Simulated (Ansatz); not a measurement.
Reactions of C3H6OSe (`CC(O)=C[SeH]`).

Isolated molecules relaxed with PBE0-D4/def2-TZVP in Ansatz; ΔE leaves out vibrations. CCSD(T)/CBS is the MP2 limit (def2-TZVPP, def2-QZVPP) plus CCSD(T) − MP2 in def2-TZVPP, frozen cores. This one scheme is used for every species. Double bonds are as drawn, so ΔE can hold a change between cis and trans. DFT in def2-TZVPP. B3LYP here is the variant with VWN-RPA as its local correlation; programs differ in this. For Se outer-core shells are correlated without core-valence functions, which leaves a few kJ/mol of doubt a bond. Scalar relativity is left out up to krypton. Each species was taken in one conformer, which may not be the lowest.

```json
{"reaction": "`C/C(O)=C\\[SeH]` + `[CH3][AlH][SiH3]` → `[CH3][AlH][SiH2][SeH]` + `C=C(C)O`", "B3LYP-D4 (kJ/mol)": "-111", "PBE0-D4 (kJ/mol)": "-113", "HF/CBS(def2) (kJ/mol)": "-122", "ωB97X-V (kJ/mol)": "-110", "CCSD(T)/CBS(def2) (kJ/mol)": "-115"}
{"reaction": "`C/C(O)=C\\[SeH]` + `[F][AlH][F]` → `[F][Al]([F])[SeH]` + `C=C(C)O`", "B3LYP-D4 (kJ/mol)": "-161", "PBE0-D4 (kJ/mol)": "-163", "HF/CBS(def2) (kJ/mol)": "-177", "ωB97X-V (kJ/mol)": "-160", "CCSD(T)/CBS(def2) (kJ/mol)": "-165"}
{"reaction": "`C/C(O)=C\\[SeH]` + H₂Se → `[SeH][SeH]` + `C=C(C)O`", "B3LYP-D4 (kJ/mol)": "-57", "PBE0-D4 (kJ/mol)": "-53", "HF/CBS(def2) (kJ/mol)": "-65", "ωB97X-V (kJ/mol)": "-49", "CCSD(T)/CBS(def2) (kJ/mol)": "-48"}
{"reaction": "`C/C(O)=C\\[SeH]` + `N=CCl` → `N=C(Cl)[SeH]` + `C=C(C)O`", "B3LYP-D4 (kJ/mol)": "-18", "PBE0-D4 (kJ/mol)": "-15", "HF/CBS(def2) (kJ/mol)": "-8", "ωB97X-V (kJ/mol)": "-12", "CCSD(T)/CBS(def2) (kJ/mol)": "-14"}
{"reaction": "`C/C(O)=C\\[SeH]` + `FC(F)F` → `FC(F)(F)[SeH]` + `C=C(C)O`", "B3LYP-D4 (kJ/mol)": "13", "PBE0-D4 (kJ/mol)": "16", "HF/CBS(def2) (kJ/mol)": "19", "ωB97X-V (kJ/mol)": "12", "CCSD(T)/CBS(def2) (kJ/mol)": "17"}
```

Largest T1 diagnostic: 0.013, for `[F][AlH][F]`.
